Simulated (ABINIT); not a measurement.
Crystal: CdO (Monteponite).

```xyz
2
Lattice="0.0000 2.3495 2.3495 2.3495 0.0000 2.3495 2.3495 2.3495 0.0000" Properties=species:S:1:pos:R:3 pbc="T T T"
Cd    0.0000    0.0000    0.0000
O     2.3495    2.3495    2.3495
```

Base run:

```yaml
Program: ABINIT 10.8.3 (patched build)
Functional: LDA
Potentials_or_basis: JTH PAW PBE v2.0
Cutoff: 762 eV
k_mesh: 10 × 10 × 10
Occupations: fermi-dirac, width 0.05 eV
Spin: no spin polarisation
```

Its results: band gap on the k mesh none (metal or under the smearing width); pressure -6.6 GPa.

After a change of settings the same cell gave: band gap on the k mesh none (metal or under the smearing width); pressure 4.7 GPa. Which change was it?
A. functional from LDA to PBEsol
B. functional from LDA to revPBE
C. functional from LDA to PW91
D. functional from LDA to AM05

C.

PW91 binds less tightly than LDA, so the same cell stands under more pressure.

Caveats: the PAW data sets were made with another functional, which shifts forces and pressure a little.

Runs at the PBE level aren't shown here.
